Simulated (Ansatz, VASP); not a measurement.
**Si: VASP beside Ansatz**

Contents of INCAR:

```
SYSTEM = Si
ALGO = Normal
EDIFF = 1E-7
EDIFFG = -0.01
ENCUT = 600
GGA = PS
IBRION = 2
ISIF = 3
ISMEAR = -1
IVDW = 13
LASPH = .True.
LCHARG = .False.
LREAL = .False.
LWAVE = .False.
NELM = 80
NSW = 40
PREC = Accurate
SIGMA = 0.05
```

Contents of KPOINTS:

```
k-points
0
Gamma
  8 8 8
  0 0 0
```

POSCAR

```
Si
1.0
    0.0000000000      2.7218511865      2.7218511865
    2.7218511865      0.0000000000      2.7218511865
    2.7218511865      2.7218511865      0.0000000000
Si
2
Direct
    0.5000000000      0.5000000000      0.5000000000
    0.7500000000      0.7500000000      0.7500000000
```

File input.yaml:

```yaml
crystal:
  lattice:
    - [0.0, 2.7218511865, 2.7218511865]
    - [2.7218511865, 0.0, 2.7218511865]
    - [2.7218511865, 2.7218511865, 0.0]
  atoms:
    - { symbol: Si, position: [0.5, 0.5, 0.5] }
    - { symbol: Si, position: [0.75, 0.75, 0.75] }
hamiltonian:
  xc: pbesol
  pseudopotentials: { kind: paw }
  dispersion: d4
kpoints:
  mp_grid: { grid: [8, 8, 8] }
scf:
  occupations: { method: fermi_dirac, width: 0.05 }
output:
  forces: true
  stress: true
relax:
  f_tol: 0.01
  max_steps: 40
  cell: { stress_tol: 0.05 }
```

Alike in both runs: task relaxation of cell and atoms; functional PBEsol; dispersion D4; k mesh 8 × 8 × 8; occupations fermi-dirac, width 0.05 eV; no spin polarisation.

|  | VASP | Ansatz |
| --- | --- | --- |
| version | VASP 6.6.1 | Ansatz 0.2.0 |
| potentials or method | VASP PAW PBE potentials, release 64 (Si) | Ansatz PAW |
| plane-wave cutoff (eV) | 600 | 420 |
| valence electrons in the cell | 8 | 8 |

VASP gave:

| Item | Value |
| --- | --- |
| relaxed volume (Å³/atom) | 19.79 |
| relaxed cell length with the largest relative difference (Å) | 3.825 |
| energy change over the relaxation (meV/atom) | -2 |

Problem. Which values does Ansatz return?

Solution. Relaxed volume (Å³/atom): 19.77; relaxed cell length with the largest relative difference (Å): 3.824; energy change over the relaxation (meV/atom): -2.

Caveats: the PAW data sets were made with another functional, which shifts forces and pressure a little (VASP); the plane-wave basis is chosen anew once the cell has moved, so the energies of steps on either side of that aren't comparable (Ansatz); the PAW data sets come from PBE, with cores solved anew for the run's functional, which leaves a small shift of forces and pressure (Ansatz). A k mesh can miss the band edges.
